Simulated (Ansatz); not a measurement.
# HfC (Fm-3m) in Ansatz: further runs, part 2 of 2

Ansatz 0.2.0.

## 5. Relaxation of cell and atoms, PBEsol

input.yaml reads:

```yaml
crystal:
  lattice:
    - [0.0, 2.325, 2.325]
    - [2.325, 0.0, 2.325]
    - [2.325, 2.325, 0.0]
  atoms:
    - { symbol: Hf, position: [0.5, 0.5, 0.5] }
    - { symbol: C, position: [0.0, 0.0, 0.0] }
hamiltonian:
  xc: pbesol
  pseudopotentials: { kind: paw }
kpoints:
  mp_grid: { grid: [10, 10, 10] }
scf:
  occupations: { method: fermi_dirac, width: 0.05 }
output:
  forces: true
  stress: true
relax:
  f_tol: 0.01
  max_steps: 40
  cell: { stress_tol: 0.05 }
```

Potentials or basis: Ansatz PAW.

Launch:

```sh
$ ansatz run input.yaml --threads 2 --pin off --max-ram 5632MiB --backend cpu --events-out ev --progress --plain --runs-dir out
```

The program printed:

```text
Warning: RAYON_NUM_THREADS=2 ignored (pool sized by the plan → 2); use --threads N
Engine: ansatz 0.2.0, aarch64-unknown-linux-gnu
Pseudopotentials: kind: paw
Pseudopotential: Hf, paw, valence charge 26, recommended cutoff 420 eV (normal), Hf.paw.azcp
Pseudopotential: C, paw, valence charge 4, recommended cutoff 420 eV (normal), C.paw.azcp
Functional definition: PBEsol
  exchange = pbesol_x
  correlation = pbesol_c
Crystal: 2 atoms, lattice volume = 25.136 Å³
Basis set: ecut = 420 eV, 531 PW (Γ), exchange–correlation on 48×48×48 points (8 copies of the dense FFT grid, shifted against one another)
Bands: 19, of which v1, the nominal top of the filled ones, is band 15 counted from 1 (14 counted from 0)
Symmetry: 48 space group operations
Space group: Fm-3m (ITA 225), of the structure as read, at distance tolerance 2.9e-5 Å
k-points: 47 of 1000
Non-local potential: Hf, projectors of the file, l = 0: 3, l = 1: 2, l = 2: 2, l = 3: 3
Non-local potential: C, projectors of the file, l = 0: 2, l = 1: 2, l = 2: 1
PAW form: soft (Blöchl's): semilocal exchange-correlation on the pseudo side does not see the compensation charge
PAW frozen core: Hf, regenerated for the run's functional, and the local potential with it (the file was generated under x = pbe(κ = 0.804, μ = 0.2195149727645171), c = pbe(β = 0.06672455060314922))
PAW frozen core: C, regenerated for the run's functional, and the local potential with it (the file was generated under x = pbe(κ = 0.804, μ = 0.2195149727645171), c = pbe(β = 0.06672455060314922))
PAW one-centre angular grid: Hf, 590 points (default); XC on 64 Gauss nodes
PAW one-centre angular grid: C, 110 points (default); XC on 64 Gauss nodes
Initial density: superposition of atomic densities (neutral atoms: chi_scale 0, normalization atom), corrected by the library's trained network
Initial wavefunctions: pseudopotential atomic-orbital guess
Functional: x = pbesol(κ = 0.804, μ = 0.12345679012345678), c = pbesol(β = 0.046)
SCF iter   1: F=—  HF=-15846.697232 eV  |F-HF|=—  |Δ(HF+E_count)|=         —  Δρ=9.26e-3  dr2=2.72e-2  ethr=1.77e-3  ⟨swp⟩=5.0  Hψ=3661  notcnv=0
preconditioner: auto → Kerker (q_TF=auto, 2.810 Å⁻¹)  [metal: Δε(μ)=0.074 eV  Ē_g=18.091 eV  σ=0.050 eV  W_gap=0.32  n_scr=14 (ndim 8)  ℏωp=39.2 eV  f_vac=0.000  D(μ)=0.35/eV (n_scr^D=0)]
SCF iter   2: F=—  HF=-15846.690899 eV  |F-HF|=—  |Δ(HF+E_count)|=   6.33e-3  Δρ=2.95e-3  dr2=2.58e-3  ethr=9.06e-5  ⟨swp⟩=1.9  Hψ=1411  notcnv=0
SCF iter   3: F=—  HF=-15846.690325 eV  |F-HF|=—  |Δ(HF+E_count)|=   5.75e-4  Δρ=6.37e-4  dr2=4.06e-5  ethr=8.61e-6  ⟨swp⟩=2.1  Hψ=1385  notcnv=0
SCF iter   4: F=—  HF=-15846.690307 eV  |F-HF|=—  |Δ(HF+E_count)|=   1.74e-5  Δρ=4.41e-4  dr2=2.59e-5  ethr=1.35e-7  ⟨swp⟩=2.4  Hψ=1717  notcnv=0
SCF iter   5: F=—  HF=-15846.690308 eV  |F-HF|=—  |Δ(HF+E_count)|=   7.71e-7  Δρ=1.67e-4  dr2=4.63e-6  ethr=8.62e-8  ⟨swp⟩=1.1  Hψ=921  notcnv=0
SCF iter   6: F=—  HF=-15846.690307 eV  |F-HF|=—  |Δ(HF+E_count)|=   7.71e-7  Δρ=3.36e-5  dr2=1.80e-7  ethr=1.54e-8  ⟨swp⟩=2.0  Hψ=1580  notcnv=0
SCF iter   7: F=-15846.690307 eV  HF=-15846.690307 eV  |F-HF|=7.31e-9  |Δ(HF+E_count)|=   9.88e-8  Δρ=8.76e-6  dr2=1.75e-8  ethr=3.33e-10  ⟨swp⟩=5.4  Hψ=3934  notcnv=0
SCF 1 converged in 7 iterations: F = -15846.690307 eV  dr2 = 1.75e-8
relax step   1: F+E_penalty+E_count = -15846.69030698 eV  Δ(F+E_penalty+E_count) = +0.000e0 eV  max|allowed force component| = 7.041e-29 eV/Å  Δτ_max = 0.0000 Å  P = -6.520 GPa  Ω = 25.136 Å³  (7 SCF iters, dr2 threshold 1.00e-7 eV, accepted)
Crystal: 2 atoms, lattice volume = 23.940 Å³
Basis set: ecut = 420 eV, 459 PW (Γ), exchange–correlation on 48×48×48 points (8 copies of the dense FFT grid, shifted against one another)
Initial density: handed on by an earlier stage of this run
Initial wavefunctions: those handed on with the density
iter 1 solved again at ethr=4.59e-5 eV; its pass at ethr=3.10e-3 eV (dr2=1.38e-2 eV) is discarded
SCF iter   1: F=—  HF=-15846.701030 eV  |F-HF|=—  |Δ(HF+E_count)|=         —  Δρ=6.98e-3  dr2=1.39e-2  ethr=4.59e-5  ⟨swp⟩=1.1  Hψ=5133  notcnv=0
[... 18 lines left out ...]
SCF 3 converged in 7 iterations: F = -15846.705530 eV  dr2 = 4.57e-9
relax step   3: F+E_penalty+E_count = -15846.70552958 eV  Δ(F+E_penalty+E_count) = -7.799e-3 eV  max|allowed force component| = 4.562e-29 eV/Å  Δτ_max = 0.0000 Å  P = -0.210 GPa  Ω = 24.473 Å³  energy of the carried Pulay correction = +9.990e-4 eV  (7 SCF iters, dr2 threshold 2.00e-7 eV, accepted)
Crystal: 2 atoms, lattice volume = 24.452 Å³
iter 1 solved again at ethr=1.56e-8 eV; its pass at ethr=3.10e-3 eV (dr2=4.68e-6 eV) is discarded
SCF iter   1: F=—  HF=-15846.705577 eV  |F-HF|=—  |Δ(HF+E_count)|=         —  Δρ=1.20e-4  dr2=4.23e-6  ethr=1.56e-8  ⟨swp⟩=2.0  Hψ=4716  notcnv=0
preconditioner: auto → Kerker (q_TF=auto, 2.823 Å⁻¹)  [metal: Δε(μ)=0.133 eV  Ē_g=18.181 eV  σ=0.050 eV  W_gap=0.48  n_scr=14 (ndim 8)  ℏωp=39.7 eV  f_vac=0.000  D(μ)=0.32/eV (n_scr^D=0)]
SCF iter   2: F=—  HF=-15846.705575 eV  |F-HF|=—  |Δ(HF+E_count)|=   2.55e-6  Δρ=3.66e-5  dr2=3.75e-7  ethr=1.41e-8  ⟨swp⟩=2.0  Hψ=1117  notcnv=0
SCF iter   3: F=-15846.705575 eV  HF=-15846.705575 eV  |F-HF|=1.30e-8  |Δ(HF+E_count)|=   6.12e-8  Δρ=9.91e-6  dr2=2.14e-8  ethr=3.68e-10  ⟨swp⟩=5.0  Hψ=3593  notcnv=0
SCF 4 converged in 3 iterations: F = -15846.705575 eV  dr2 = 2.14e-8
relax step   4: F+E_penalty+E_count = -15846.70557461 eV  Δ(F+E_penalty+E_count) = -4.503e-5 eV  max|allowed force component| = 2.853e-29 eV/Å  Δτ_max = 0.0000 Å  P = -0.001 GPa  Ω = 24.452 Å³  energy of the carried Pulay correction = +1.030e-3 eV  (3 SCF iters, dr2 threshold 1.10e-7 eV, accepted)
Initial wavefunctions: pseudopotential atomic-orbital guess (no wavefunctions were taken with the density)
iter 1 solved again at ethr=2.77e-9 eV; its pass at ethr=3.10e-3 eV (dr2=8.32e-7 eV) is discarded
SCF iter   1: F=—  HF=-15846.704585 eV  |F-HF|=—  |Δ(HF+E_count)|=         —  Δρ=9.49e-5  dr2=3.84e-7  ethr=2.77e-9  ⟨swp⟩=4.3  Hψ=6991  notcnv=0
preconditioner: auto → Kerker (q_TF=auto, 2.823 Å⁻¹)  [metal: Δε(μ)=0.134 eV  Ē_g=18.181 eV  σ=0.050 eV  W_gap=0.48  n_scr=14 (ndim 8)  ℏωp=39.7 eV  f_vac=0.000  D(μ)=0.32/eV (n_scr^D=0)]
SCF iter   2: F=—  HF=-15846.704583 eV  |F-HF|=—  |Δ(HF+E_count)|=   1.55e-6  Δρ=5.32e-5  dr2=1.32e-7  ethr=1.28e-9  ⟨swp⟩=2.4  Hψ=1644  notcnv=0
SCF iter   3: F=—  HF=-15846.704583 eV  |F-HF|=—  |Δ(HF+E_count)|=   5.34e-8  Δρ=3.16e-5  dr2=3.85e-8  ethr=4.41e-10  ⟨swp⟩=2.9  Hψ=1876  notcnv=0
SCF iter   4: F=—  HF=-15846.704583 eV  |F-HF|=—  |Δ(HF+E_count)|=   3.92e-8  Δρ=9.14e-6  dr2=3.64e-9  ethr=1.28e-10  ⟨swp⟩=2.1  Hψ=1411  notcnv=0
SCF iter   5: F=—  HF=-15846.704583 eV  |F-HF|=—  |Δ(HF+E_count)|=   3.25e-9  Δρ=1.42e-6  dr2=1.54e-10  ethr=1.21e-11  ⟨swp⟩=2.1  Hψ=1181  notcnv=0
SCF iter   6: F=-15846.704583 eV  HF=-15846.704583 eV  |F-HF|=3.64e-12  |Δ(HF+E_count)|=  5.09e-11  Δρ=2.01e-7  dr2=7.88e-12  ethr=1.00e-12  ⟨swp⟩=4.9  Hψ=4975  notcnv=0
SCF 5 converged in 6 iterations: F = -15846.704583 eV  dr2 = 7.88e-12
relax step   5: F+E_penalty+E_count = -15846.70458350 eV  Δ(F+E_penalty+E_count) = +9.911e-4 eV  max|allowed force component| = 4.497e-29 eV/Å  Δτ_max = 0.0000 Å  P = -0.039 GPa  Ω = 24.452 Å³  stress off target by 3.87e-2 GPa  SCF on the basis re-selected at this cell (its energy is not comparable with the rows above)  (6 SCF iters)
basis re-selected at this cell: Δ(F+E_penalty+E_count) = +9.911e-4 eV, ΔP = -0.038 GPa vs the last step (what re-selecting the basis moved, of the pressure what is left beyond the Pulay correction that the steps carried, after the strain that the cell walked since its last selection, with what the two solves' SCF thresholds leave and, on support functions, any second-order correction that the steps lacked; it is no measure of the basis error at this ecutwfc). This SCF's stress stands 3.87e-2 GPa from its target on what of the cell is left free (relax.cell.stress_tol is 5.00e-2 GPa) and its largest allowed force component is 4.50e-29 eV/Å (relax.f_tol is 1.00e-2 eV/Å): within both
SCF converged after 6 iterations
Free energy (F): -15846.704583 eV
Harris-Foulkes:  -15846.704583 eV  (|F-HF|=3.64e-12)
Internal energy: -15846.701880 eV  (E = F + TS)
E sigma→0 (E₀):  -15846.703232 eV
Entropy (-TS):   -0.002703 eV (-1.352 meV/atom)
Fermi energy:    20.622349 eV
--- Per-component energies (eV) ---
  E_band       = 128.538655
  E_kinetic    = 513.081898
  E_local      = -4918.331206  (includes V_loc(G=0)·N_el)
  E_nonlocal   = -1211.019532
  E_hartree    = 2329.961582
  E_xc         = -346.795600
  E_vxc        = -327.209086  (∫ρ·V_xc dr)
  E_paw        = -6902.798399  (= ΣΔE_a)
  E_vpaw       = 1412.093589  (= ΣTr[D̂ρ^β])
  E_aug_tail   = 0.000005  (compensation charges beyond the density's cutoff)
  E_ewald      = -5312.072821
  E_core_change = 1.272192  (= ΣΔE_core)
  E_smearing   = -0.002703  (= −TS)
  E_closure    = 0.000000  (closes the sum)
  Σ components = -15846.704583   (vs F -15846.704583, Δ=0.00e0)
--- Forces (eV/Å), atoms counted from 1 ---
  atom   1  Hf     0.00000000    -0.00000000    -0.00000000
  atom   2  C     -0.00000000     0.00000000    -0.00000000
  max |Σ_I F_I| component: 8.68e-29 eV/Å
--- Stress (GPa, compression-positive) ---
       -0.038698      -0.000000      -0.000000
       -0.000000      -0.038698      -0.000000
       -0.000000       0.000000      -0.038698
  P = ⅓ Tr σ = -0.0387 GPa (-0.387 kbar)
--- Relaxed structure (4 steps of the walk, 4 accepted, 1 SCFs on fresh bases) ---
  F+E_penalty+E_count = -15846.70458350 eV   max|allowed force component| = 4.497e-29 eV/Å   (the final SCF, on the basis selected at the relaxed cell)
  cell:  # Å, volume = 24.4521 Å³
    - [1.2250787054505197e-34, 2.303714483497229, 2.303714483497229]
    - [2.303714483497229, -7.173328439946015e-34, 2.303714483497229]
    - [2.303714483497229, 2.303714483497229, -7.906783359639738e-34]
  atoms:
    - { symbol: Hf, position: [0.5, 0.5, 0.5] }
    - { symbol: C, position: [8.628718388937352e-36, -7.765846550076745e-36, -7.765846550058891e-36] }
```

It took 3.7 s on 2 threads of Arm Neoverse V1, shared host; peak memory 0.31 GiB.

What came out:

```
Free energy                            : -15846.7046 eV
Relaxed volume                         : 12.23 Å³/atom
Relaxed cell                           : a = 3.258 Å, b = 3.258 Å, c = 3.258 Å, α = 60.00°, β = 60.00°, γ = 60.00°
Space group after relaxing (to 0.05 Å) : Fm-3m (No. 225)
Energy gained by relaxing              : 7.1 meV/atom
Ionic steps                            : 5
Pressure after relaxing                : 0.0 GPa
```

The path:
```tsv
step	energy change (eV)	largest force (eV/Å)	volume (Å³)
1	0.0000	0.0000	25.14
2	-0.0074	0.0000	23.94
3	-0.0152	0.0000	24.47
4	-0.0153	0.0000	24.45
5	-0.0143	0.0000	24.45
```

Final structure:
```
Hf C
1.0
     0.00000    2.30371    2.30371
     2.30371    0.00000    2.30371
     2.30371    2.30371    0.00000
Hf C
1 1
Direct
  0.50000 0.50000 0.50000
  0.00000 0.00000 0.00000
```

Caveat: the plane-wave basis is chosen anew once the cell has moved, so the energies of steps on either side of that aren't comparable; the PAW data sets come from PBE, with cores solved anew for the run's functional, which leaves a small shift of forces and pressure. Spin-orbit coupling is left out, which matters for the levels of Hf.

## 6. Relaxation of cell and atoms, RPBE

Edit input.yaml of step 5 so:

```diff
@@ -9,3 +9,3 @@
 hamiltonian:
-  xc: pbesol
+  xc: rpbe
   pseudopotentials: { kind: paw }
```

Potentials or basis: Ansatz PAW.

Launch:

```sh
$ ansatz run input.yaml --threads 2 --pin off --max-ram 5632MiB --backend cpu --events-out ev --progress --plain --runs-dir out
```

It took 3.6 s on 2 threads of Arm Neoverse V1, shared host; peak memory 0.31 GiB.

Results (log left out):

- Free energy: -15987.7935 eV
- Relaxed volume: 12.80 Å³/atom
- Relaxed cell: a = 3.308 Å, b = 3.308 Å, c = 3.308 Å, α = 60.00°, β = 60.00°, γ = 60.00°
- Space group after relaxing (to 0.05 Å): Fm-3m (No. 225)
- Energy gained by relaxing: 3.1 meV/atom
- Ionic steps: 5
- Pressure after relaxing: 0.0 GPa

The path:
```csv
step,energy change (eV),largest force (eV/Å),volume (Å³)
1,0.0000,0.0000,25.14
2,-0.0020,0.0000,25.94
3,-0.0055,0.0000,25.61
4,-0.0055,0.0000,25.60
5,-0.0062,0.0000,25.60
```

Final structure:
```xyz
2
Lattice="0.0000 2.3393 2.3393 2.3393 0.0000 2.3393 2.3393 2.3393 0.0000" Properties=species:S:1:pos:R:3 pbc="T T T"
Hf    2.3393    2.3393    2.3393
C     0.0000    0.0000    0.0000
```

Caveat: the plane-wave basis is chosen anew once the cell has moved, so the energies of steps on either side of that aren't comparable; the PAW data sets come from PBE, with cores solved anew for the run's functional, which leaves a small shift of forces and pressure. Zero-point motion and thermal expansion aren't in these numbers.

## 7. The runs side by side

```csv
task,level,cell,smearing,gap on the mesh (eV),pressure (GPa),relaxed volume (Å³/atom)
single point,PBE,as given,gaussian 0.011 eV,none,0.2,-
relaxation of cell and atoms,PBE,relaxed,fermi-dirac 0.05 eV,none,0.0,12.58
relaxation of cell and atoms,LDA,relaxed,fermi-dirac 0.05 eV,-,0.0,11.95
relaxation of cell and atoms,PBEsol,relaxed,fermi-dirac 0.05 eV,-,0.0,12.23
relaxation of cell and atoms,RPBE,relaxed,fermi-dirac 0.05 eV,-,0.0,12.80
```

Alike in all rows: potentials or basis Ansatz PAW; no spin polarisation; k mesh 10 × 10 × 10; cutoff (eV) 420.

Caveats: the plane-wave basis is chosen anew once the cell has moved, so the energies of steps on either side of that aren't comparable (some runs); the PAW data sets come from PBE, with cores solved anew for the run's functional, which leaves a small shift of forces and pressure (some runs).

Total energies depend on the potentials used, so only differences within one code and one set of settings carry meaning.
